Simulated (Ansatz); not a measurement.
Set up this calculation in Ansatz 0.2.0, as the native input.

```yaml
Task: relaxation of cell and atoms
Functional: PBE
Potentials_or_basis: all-electron LAPW, scalar-relativistic
Basis_error_allowed: 0.001 eV/atom
k_mesh: 8 × 8 × 8
Occupations: fermi-dirac, width 0.05 eV
Spin: no spin polarisation
```

Crystal: NaCl.

```
Cl Na
1.0
     0.00000    2.79406    2.79406
     2.79406    0.00000    2.79406
     2.79406    2.79406    0.00000
Cl Na
1 1
Direct
  0.50000 0.50000 0.50000
  0.00000 0.00000 0.00000
```

The cell is a database's computed one.

One way to write it, as run:

input.yaml

```yaml
crystal:
  lattice:
    - [0.0, 2.7940632177, 2.7940632177]
    - [2.7940632177, 0.0, 2.7940632177]
    - [2.7940632177, 2.7940632177, 0.0]
  atoms:
    - { symbol: Cl, position: [0.5, 0.5, 0.5] }
    - { symbol: Na, position: [0.0, 0.0, 0.0] }
kpoints:
  mp_grid: { grid: [8, 8, 8] }
scf:
  occupations: { method: fermi_dirac, width: 0.05 }
hamiltonian:
  xc: pbe
  pseudopotentials: { kind: all_electron, lapw: { basis_error: 0.001 } }
output:
  forces: true
  stress: true
relax:
  f_tol: 0.01
  max_steps: 60
  cell: {}
```

Potentials or basis: all-electron LAPW, scalar-relativistic.

Command:

```bash
$ ansatz run input.yaml --threads 1 --pin off --max-ram 3072MiB --backend cpu --events-out ev --progress --plain --runs-dir out
```

It gave:

- Relaxed volume: 23.07 Å³/atom
- Relaxed cell: a = 4.026 Å, b = 4.026 Å, c = 4.026 Å, α = 60.00°, β = 60.00°, γ = 60.00°
- Space group after relaxing (to 0.05 Å): Fm-3m (No. 225)
- Energy gained by relaxing: 6.0 meV/atom
- Ionic steps: 4
- Pressure after relaxing: 0.0 GPa
- Band gap on the k mesh: 5.00 eV

It took 7.8 s on 1 thread of Arm Neoverse V2, on a shared host, peak memory 0.24 GiB.
